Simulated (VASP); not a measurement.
Input of a VASP 6.6.1 run:

Contents of INCAR:

```
PREC     = Accurate       # precision mode
ENCUT    = 300            # plane-wave cutoff, eV
EDIFF    = 1E-6           # SCF threshold, eV
ISMEAR   = 0              # smearing method
SIGMA    = 0.03           # smearing width, eV
LREAL    = F              # projectors in reciprocal space
LASPH    = T              # aspherical terms in the spheres
NELM     = 80             # most SCF steps
ALGO     = Normal         # electronic algorithm
ISIF     = 3              # what is computed and relaxed
LWAVE    = F              # write WAVECAR
LCHARG   = F              # write CHGCAR
GGA      = PE             # functional
IBRION   = 2              # ionic algorithm
NSW      = 90             # ionic steps
EDIFFG   = -0.01          # ionic threshold
KPAR     = 2
```

The input KPOINTS:

```
Automatic mesh
0
Gamma
  2 4 3
```

File POSCAR:

```
SnS
1.0
   11.2000000000      0.0000000000      0.0000000000
    0.0000000000      3.9870000000      0.0000000000
    0.0000000000      0.0000000000      4.3340000000
Sn S
4 4
Direct
    0.1194000000      0.2500000000      0.1198000000
    0.3806000000      0.7500000000      0.6198000000
    0.6194000000      0.2500000000      0.3802000000
    0.8806000000      0.7500000000      0.8802000000
    0.8508000000      0.2500000000      0.4793000000
    0.6492000000      0.7500000000      0.9793000000
    0.3508000000      0.2500000000      0.0207000000
    0.1492000000      0.7500000000      0.5207000000
```

Potentials or basis: VASP PAW PBE potentials, release 64 (Sn, S).

Command:

```bash
$ cat potpaw_PBE.64/Sn/POTCAR potpaw_PBE.64/S/POTCAR > POTCAR
$ mpirun -np 2 vasp_std > vasp.out
```

Q: Predict the space group after relaxing (to 0.05 Å).

A: Pnma (No. 62).

Q: Estimate the band gap on the k mesh.

A: 1.00 eV, indirect (least direct gap 1.23 eV).

Forces on the atoms (eV/Å):
```
Sn  -0.004  0.000 -0.004
Sn   0.004  0.000 -0.004
Sn  -0.004  0.000  0.004
Sn   0.004  0.000  0.004
S    0.002  0.000  0.001
S   -0.002  0.000  0.001
S    0.002  0.000 -0.001
S   -0.002  0.000 -0.001
```

Caveat: the k mesh is coarse (spacing up to 0.48 Å⁻¹), so the values aren't converged; spin-orbit coupling is left out, which moves the levels of the heavy elements; an odd mesh through Γ misses points on the zone boundary, where band edges often lie. Zero-point motion and thermal expansion aren't in these numbers.
